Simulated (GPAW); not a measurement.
Sb:

```
Sb
1.0
     3.35453    0.00000    0.00000
    -1.67727    2.90511    0.00000
     0.00000    0.00000    5.47016
Sb
2
Direct
  0.66667 0.33333 0.75000
  0.33333 0.66667 0.25000
```

This isn't the form of Sb at room conditions, which is rhombohedral.

```yaml
Program: GPAW 26.7.0
Task: relaxation of cell and atoms
Functional: PBEsol
Dispersion: D3
Potentials_or_basis: PAW data sets generated in the run's folder for this functional
Cutoff: 600 eV
Basis: pw
k_mesh: 7 × 7 × 4
Occupations: fermi-dirac, width 0.05 eV
Spin: no spin polarisation
```

At the start: pressure -3.0 GPa; volume 26.65 Å³/atom.

Question: Where does the relaxation end?

Answer: Over 7 steps the energy falls by 13.5 meV/atom and the volume is 25.44 Å³/atom (-4.5 %); space group P6_3/mmc (No. 194, to 0.05 Å).

The path:
```tsv
step	energy change (eV)	largest force (eV/Å)	pressure (GPa)	volume (Å³)
1	0.0000	0.0000	-3.03	53.31
2	-0.0102	0.0000	-2.40	52.73
3	-0.0266	0.0000	0.23	50.68
4	-0.0268	0.0000	0.05	50.81
5	-0.0269	0.0000	-0.04	50.88
6	-0.0271	0.0000	-0.10	50.92
7	-0.0271	0.0000	-0.05	50.89
```

Final structure:
```yaml
crystal:
  lattice:
    - [3.31865, 0.00000, 0.00000]
    - [-1.65932, 2.87403, 0.00000]
    - [0.00000, 0.00000, 5.33522]
  atoms:
    - { symbol: Sb, position: [0.66667, 0.33333, 0.75000] }
    - { symbol: Sb, position: [0.33333, 0.66667, 0.25000] }
```

Caveat: later steps reuse the first step's grids; pairwise dispersion overbinds metals, which lowers pressure and volume.
